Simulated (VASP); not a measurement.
Set up this calculation in VASP 6.6.1, as the native input.

```
Task                   : relaxation of the atoms
Functional             : LDA
Potentials or basis    : VASP PAW LDA potentials, release 64 (Pb_d, Se)
Cutoff                 : 600 eV
k mesh                 : 8 × 8 × 8
Occupations            : gaussian, width 0.03 eV
Spin                   : no spin polarisation
Further INCAR settings : ALGO = Normal; EDIFF = 1e-07; IBRION = 2; EDIFFG = -0.01; NSW = 40
```

The structure of PbSe (Clausthalite) lies in POSCAR:

```
PbSe                                    
1.0
    0.0000000000      3.0429236245      3.0429236245
    3.0429236245      0.0000000000      3.0429236245
    3.0429236245      3.0429236245      0.0000000000
  Pb              Se            
     1     1
Direct
     0.0000000000000000    0.0000000000000000    0.0000000000000000
     0.5000000000000000    0.5000000000000000    0.5000000000000000
```

The cell isn't the ideal one: a relaxed cell with its volume scaled by 1.02.

The input as run:

INCAR

```
SYSTEM = PbSe
PREC = Accurate
ENCUT = 600
EDIFF = 1E-7
ISMEAR = 0
SIGMA = 0.03
LREAL = .FALSE.
LASPH = .TRUE.
NELM = 80
ALGO = Normal
ISIF = 2
LWAVE = .FALSE.
LCHARG = .FALSE.
IBRION = 2
NSW = 40
EDIFFG = -0.01
```

KPOINTS

```
Automatic mesh
0
G
  8 8 8
  0 0 0
```

Potentials or basis: VASP PAW LDA potentials, release 64 (Pb_d, Se).

Command:

```sh
$ cat potpaw_LDA.64/Pb_d/POTCAR potpaw_LDA.64/Se/POTCAR > POTCAR
$ mpirun -np 1 vasp_std > vasp.out
```

Results of the run:

```
Pressure after relaxing : -1.1 GPa
Band gap on the k mesh  : 0.10 eV, direct
```

Caveat: the relaxation stopped at its first step, so nothing moved; spin-orbit coupling is left out, which as a rule narrows the gap of such compounds by several tenths of an eV.

It took 10 s on 1 thread of Intel(R) Xeon(R) 6975P-C (Granite Rapids), with other jobs on the host, peak memory 0.18 GiB.
